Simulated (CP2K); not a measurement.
Crystal: Cd.

```
Cd
1.0
     3.13694    0.00000    0.00000
     1.56847    2.71667    0.00000
     1.56847    0.90556    2.56130
Cd
1
Direct
  0.00000 0.00000 0.00000
```

This isn't the form of Cd at room conditions, which is hcp.

| Item | Value |
| --- | --- |
| Program | CP2K 2026.2 |
| Task | single point |
| Functional | PBE |
| Potentials or basis | POTENTIAL_UZH Cd GTH-PBE-q12; TZVP-MOLOPT-PBE-GTH basis |
| Density cutoff | 6123 eV |
| k mesh | 10 × 10 × 10 |
| Occupations | fermi-dirac, width 0.05 eV |
| Spin | no spin polarisation |

On this cell: pressure 2.6 GPa; band gap on the k mesh none (metal or under the smearing width).

The same run follows on a disturbed copy (cell strained at random at fixed volume):

```
CELL_PARAMETERS angstrom
3.14608 0.00000 0.00000
1.53156 2.70649 0.00000
1.53561 0.87280 2.56346
ATOMIC_POSITIONS crystal
Cd 0.99168 0.00422 0.99384
```

Q: What changes?

A: The energy (extrapolated to zero smearing) moves by -1.0 meV/atom; pressure 2.5 GPa; band gap on the k mesh none (metal or under the smearing width).

Stress tensor (GPa, compression positive):
```
 2.18 -0.43 -0.30
-0.43  2.67 -0.07
-0.30 -0.07  2.71
```

Caveats: the basis of atomic orbitals isn't converged, which shifts pressures, moduli and gaps.
